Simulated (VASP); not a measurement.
A run of VASP 6.6.1 is set up as follows.

INCAR

```
PREC = Accurate ; ENCUT = 520
EDIFF = 1E-7 ; ISMEAR = 0
SIGMA = 0.02 ; LREAL = False
LASPH = True ; NELM = 60
ALGO = Fast ; ISIF = 2
LWAVE = False ; LCHARG = False
GGA = PE ; IVDW = 12
IBRION = 2 ; NSW = 80
EDIFFG = -0.002
```

Contents of KPOINTS:

```
Automatic mesh
0
Gamma
  6 6 6
```

File POSCAR:

```
Sb                                      
1.0
    2.1750795294      1.2557827519      3.7298239777
   -2.1750795294      1.2557827519      3.7298239777
    0.0000000000     -2.5115655038      3.7298239777
  Sb            
     2
Direct
     0.2350793755614272    0.2350793755614272    0.2350793755614272
     0.7649206244385728    0.7649206244385728    0.7649206244385728
```

Potentials or basis: VASP PAW PBE potentials, release 64 (Sb).

Launch:

```sh
$ cat potpaw_PBE.64/Sb/POTCAR > POTCAR
$ mpirun -np 1 vasp_std > vasp.out
```

(1) Predict the energy gained by relaxing.

(2) What does it give for the dispersion energy per atom?

## Answers

(1) 0.7 meV/atom.

(2) -0.467 eV.
